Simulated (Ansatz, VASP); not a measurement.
# PbO2: VASP beside Ansatz

```
Pb O
1.0
     0.00000    2.60382    2.60382
     2.60382    0.00000    2.60382
     2.60382    2.60382    0.00000
Pb O
1 2
Direct
  0.00000 0.00000 0.00000
  0.25000 0.25000 0.25000
  0.75000 0.75000 0.75000
```

Alike in both runs: task single point; functional r2SCAN; k mesh 6 × 6 × 6; occupations fermi-dirac, width 0.02 eV; no spin polarisation.

|  | VASP | Ansatz |
| --- | --- | --- |
| version | VASP 6.6.1 | Ansatz 0.2.0 |
| potentials or method | VASP PAW PBE potentials, release 64 (Pb_d, O) | plane waves, PAW |
| plane-wave cutoff (eV) | 520 | 600 |
| valence electrons in the cell | 26 | 26 |

Ansatz gave:

```
pressure (GPa) : 11.9
```

Problem. Which values does VASP return?

Solution. Pressure (GPa): 13.4.

The functional is the same, so the differences come from potentials, cutoffs and numerics.

Caveats: the PAW data sets were made with another functional, which shifts forces and pressure a little (VASP). The runs have no spin-orbit coupling, so splittings on Pb are missing.
